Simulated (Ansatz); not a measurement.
MgAl2O4 (spinel, Fd-3m), LDA (plane waves, PAW; program Ansatz). The conduction-band minimum lies at Γ, with 1 equivalent valley. Second derivatives d²E/dk² of the lowest band at one valley (eV·Å²), along Cartesian directions:

```tsv
direction	d²E/dk²
[100]	19.44
[010]	19.44
[001]	19.44
[110]	19.44
[101]	19.44
[011]	19.44
```

Find the principal effective masses, the density-of-states mass and the conductivity mass.

Off-diagonal terms follow from H_xy = H[110] − (H_xx + H_yy)/2, and m*/mₑ = 7.620 eV·Å² over each eigenvalue: 0.39, 0.39, 0.39. One valley's DOS mass (m₁m₂m₃)^(1/3) = 0.39, conductivity mass 3/(Σ 1/mᵢ) = 0.39 mₑ.

What effective density of states Nc follows at 300 K for parabolic valleys?

Nc = 2.509e19 × 1 × (0.39)^(3/2) ≈ 6.1e18 cm⁻³.

With the computed static dielectric constant 8.03 (mean of the diagonal), estimate a hydrogenic donor's binding energy and radius.

E = 13.606 eV × 0.39/8.03² ≈ 82 meV; a = 0.529 Å × ε/m* ≈ 11 Å. Semilocal masses tend to be too small where the gap is.

The LDA relaxation kept the symmetry of its start; phonons on a q-mesh show no instability.

Potentials: the later of the program's two PAW sets.
